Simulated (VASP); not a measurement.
The system is SiC.

```
CELL_PARAMETERS angstrom
0.00000 2.25261 2.25261
2.25261 0.00000 2.25261
2.25261 2.25261 0.00000
ATOMIC_POSITIONS crystal
C 0.75000 0.75000 0.75000
Si 0.50000 0.50000 0.50000
```

The cell was built by a generator and isn't the measured one.

```yaml
Program: VASP 6.6.1
Task: relaxation of cell and atoms
Functional: r2SCAN
Potentials_or_basis: VASP PAW PBE potentials, release 64 (C, Si)
Cutoff: 600 eV
k_mesh: 9 × 9 × 9
Occupations: gaussian, width 0.02 eV
Spin: no spin polarisation
```

At the start: pressure -19.0 GPa; volume 11.43 Å³/atom.

Task: How do energy, volume and symmetry change on relaxing?

Result: Over 4 steps the energy falls by 72.1 meV/atom and the volume is 10.31 Å³/atom (-9.8 %); space group F-43m (No. 216, to 0.05 Å).

The path:
```tsv
step	energy change (eV)	largest force (eV/Å)	pressure (GPa)	volume (Å³)
1	0.0000	0.0000	-19.05	22.86
2	0.0143	0.0000	27.86	18.65
3	-0.1442	0.0000	-0.41	20.67
4	-0.1442	0.0000	0.05	20.63
```

Final structure:
```yaml
crystal:
  lattice:
    - [0.00000, 2.17673, 2.17673]
    - [2.17673, 0.00000, 2.17673]
    - [2.17673, 2.17673, 0.00000]
  atoms:
    - { symbol: C, position: [0.75000, 0.75000, 0.75000] }
    - { symbol: Si, position: [0.50000, 0.50000, 0.50000] }
```

Caveat: the PAW data sets were made with another functional, which shifts forces and pressure a little.
